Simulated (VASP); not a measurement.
The system is BN.

```xyz
2
Lattice="1.2511 0.7223 3.3729 -1.2511 0.7223 3.3729 0.0000 -1.4447 3.3729" Properties=species:S:1:pos:R:3 pbc="T T T"
N     0.0000    0.0000    6.7517
B     0.0000    0.0000    0.0033
```

The cell is a database's computed one.

```yaml
Program: VASP 6.6.1
Task: relaxation of cell and atoms
Functional: BLYP
Dispersion: D4
Potentials_or_basis: VASP PAW PBE potentials, release 64 (N, B)
Cutoff: 600 eV
k_mesh: 12 × 12 × 12
Occupations: fermi-dirac, width 0.05 eV
Spin: no spin polarisation
```

At the start: pressure 0.3 GPa; volume 9.14 Å³/atom.

How do energy, volume and symmetry change on relaxing?

Over 9 steps the energy falls by 6.4 meV/atom and the volume is 8.55 Å³/atom (-6.5 %); space group R3m (No. 160, to 0.05 Å).

Step by step:
```csv
step,energy change (eV),largest force (eV/Å),pressure (GPa),volume (Å³)
1,0.0000,0.0007,0.29,18.29
2,-0.0013,0.0042,-3.14,18.33
3,-0.0015,0.0027,-2.15,18.32
4,-0.0035,0.0044,-2.01,18.19
5,-0.0086,0.0108,-1.57,17.80
6,-0.0126,0.0319,-0.39,17.01
7,-0.0127,0.0286,-0.56,17.11
8,-0.0123,0.0170,1.36,17.06
9,-0.0128,0.0145,0.03,17.09
```

Final structure:
```
N B
1.0
     1.25258    0.72318    3.14524
    -1.25258    0.72318    3.14524
     0.00000   -1.44635    3.14524
N B
1 1
Direct
  0.66733 0.66733 0.66733
  0.00023 0.00023 0.00023
```

Caveat: the PAW data sets were made with another functional, which shifts forces and pressure a little.
